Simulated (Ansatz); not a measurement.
Task: a G0W0 quasiparticle calculation of GaN, space group Fm-3m, with Ansatz 0.2.0 through its Python package. Give the script and its output. Use: LDA, PAW, the default cutoff (420 eV here), 6×6×6 k-points, fixed occupations.

```
Ga N
1.0
     0.00000    2.13524    2.13524
     2.13524    0.00000    2.13524
     2.13524    2.13524    0.00000
Ga N
1 1
Cartesian
  0.0000 0.0000 0.0000
  2.1352 2.1352 2.1352
```

The script, `run_gw.py`:
```python
"""One-shot GW for GaN."""

import logging
import sys

import ansatz as az

logging.basicConfig(stream=sys.stdout, format="[%(levelname)s] %(message)s")
logger = logging.getLogger("run")
logger.setLevel(logging.INFO)


def main() -> None:
    gan = (
        az.Lattice.of((0.0, 2.13524, 2.13524), (2.13524, 0.0, 2.13524), (2.13524, 2.13524, 0.0))
        .atom("Ga", (0.0, 0.0, 0.0))
        .atom("N", (0.5, 0.5, 0.5))
    )

    setup = (
        gan.calculation()
        .functional(az.Functional.LDA)
        .kpoints(6)
        .occupations("fixed")
        .gw(empty_bands=80, screening_cutoff=100, quasiparticle_bands=("v3", "c1"))
    )
    events = []
    result = setup.session().plan().execute(on_event=events.append, runs_dir="gw_run")
    gw = next(e["data"] for e in events if e["event"] == "gw_qp")
    top = gw["frontier_bands"]["highest_filled_band"]
    for qp in gw["qp"]:
        if qp["ik"] == 0:
            print("band", qp["band"], "shift", round(qp["e_qp_ev"] - qp["eps_ks_ev"], 3), "eV, Z =", round(qp["z"], 3))
    for key, label in (("eps_ks_ev", "Kohn-Sham"), ("e_qp_ev", "G0W0")):
        filled = max(qp[key] for qp in gw["qp"] if qp["band"] <= top)
        empty = min(qp[key] for qp in gw["qp"] if qp["band"] > top)
        logger.info(f"{label} gap on the mesh: {empty - filled:.3f} eV")
    print("static dielectric eigenvalues (RPA, this mesh):", [round(e, 3) for e in gw["screening"][0]["eps_tensor_eigenvalues"]])


if __name__ == "__main__":
    main()
```

```console
$ python run_gw.py
DeckWarning: basis.ecutwfc = 420 eV, auto-derived from the records' recommended cutoffs: set by Ga (normal level)
band 7 shift -0.034 eV, Z = 0.786
band 8 shift -0.034 eV, Z = 0.786
band 9 shift -0.034 eV, Z = 0.786
band 10 shift 0.767 eV, Z = 0.813
[INFO] Kohn-Sham gap on the mesh: 0.180 eV
[INFO] G0W0 gap on the mesh: 1.052 eV
static dielectric eigenvalues (RPA, this mesh): [9.991, 9.991, 9.991]
```
(Warnings from the package without file and line.)

What to keep in mind:
- The k-point mesh is coarse, and energy and stress weren't tested for convergence.
- This is a high-temperature or high-pressure form, not the ambient phase.
- The structure comes from a database of computed cells and needn't be a stable or known phase.
- Mesh, empty bands and screening cutoff are small, so the quasiparticle gap isn't converged, and it is read on the mesh points alone. Spin-orbit coupling is left out, which matters for heavy elements.
- Processor time in the engine: 17 s on 1 thread of Intel(R) Xeon(R) Processor @ 2.30GHz, on a shared host, peak memory 0.5 GiB.
